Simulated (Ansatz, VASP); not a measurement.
## One calculation of PbS, two programs

```xyz
2
Lattice="2.0695 1.1948 3.3814 -2.0695 1.1948 3.3814 0.0000 -2.3897 3.3814" Properties=species:S:1:pos:R:3 pbc="T T T"
Pb    0.0000    0.0000    9.9472
S     0.0000    0.0000    4.8189
```

Change from the starting cell: volume scaled by 0.94.

Alike in both runs: task single point; functional PBE; k mesh 8 × 8 × 8; occupations fermi-dirac, width 0.05 eV; no spin polarisation.

|  | VASP | Ansatz |
| --- | --- | --- |
| version | VASP 6.6.1 | Ansatz 0.2.0 |
| potentials or method | VASP PAW PBE potentials, release 64 (Pb_d, S), cutoff 520 eV | all-electron LAPW, scalar-relativistic |

|  | VASP | Ansatz | Ansatz less VASP |
| --- | --- | --- | --- |
| gap on the k mesh at the Fermi level (eV) | 0.24 | 0.23 | -0.008 |
| least direct gap on the mesh (eV) | 0.24 | 0.23 | -0.008 |
| pressure (GPa) | 4.8 | 4.9 | +0.09 |
| rms of the force components (eV/Å) | 0.031 | 0.030 | -0.0004 |

Atom by atom the forces differ by 0.000 eV/Å (rms over components). Ansatz ran all-electron here, so the differences hold the error of VASP's frozen core and of both bases.

Caveats: spin-orbit coupling is left out, which as a rule narrows the gap of such compounds by several tenths of an eV.
